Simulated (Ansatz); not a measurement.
**Random displacements in Si**

Theory: Ansatz 0.2.0, DFT PBE, scalar-relativistic, plane waves, PAW. Settings: plane waves to 420 eV, k-mesh 10×10×6 (Γ-centred), Gaussian smearing 0.03 eV. No spin polarisation. Energies are free energies at this smearing, counted from the undisturbed cell; pressure is positive in compression.

The starting cell (relaxed at this level; this form isn't the usual structure):

```
Si
1.0
     6.95664   -1.93352   -0.00496
     6.95664    1.93352   -0.00496
    -0.75596    0.00000    6.31989
Si
8
Cartesian
  0.1137 0.0000 5.5238
  13.0437 0.0000 0.7862
  7.2866 0.0000 4.1254
  5.8707 0.0000 2.1846
  2.9189 0.0000 0.3585
  10.2384 0.0000 5.9514
  9.6726 0.0000 3.6937
  3.4847 0.0000 2.6162
```

The atoms are displaced (Å, in the unstrained cell):

| atom | ux | uy | uz |
| --- | --- | --- | --- |
| Si1 | -0.007 | -0.015 | -0.022 |
| Si2 | 0.000 | -0.022 | 0.042 |
| Si3 | -0.011 | -0.009 | 0.033 |
| Si4 | -0.011 | 0.021 | -0.068 |
| Si5 | 0.000 | 0.025 | -0.036 |
| Si6 | 0.022 | 0.010 | 0.014 |
| Si7 | 0.002 | -0.013 | -0.039 |
| Si8 | 0.004 | 0.002 | 0.074 |

The cell is not strained.

What are the energy change, the stress and the forces?

ΔE = 24.9 meV/atom; stress (xx, yy, zz, yz, xz, xy; compression positive) (-0.83, 2.53, -1.25, -0.35, -0.70, 0.11) GPa.
```csv
atom,Fx (eV/Å),Fy,Fz
Si1,-0.13,0.07,0.50
Si2,0.27,0.55,-0.91
Si3,-0.06,-0.04,-0.86
Si4,0.10,-0.57,1.34
Si5,0.16,-0.19,0.83
Si6,-0.24,0.14,-0.50
Si7,-0.28,0.23,1.06
Si8,0.19,-0.19,-1.46
```

Cost: 1 run of about 2.1 core-minutes, on Intel Xeon Processor @ 2.70GHz (shared hosts).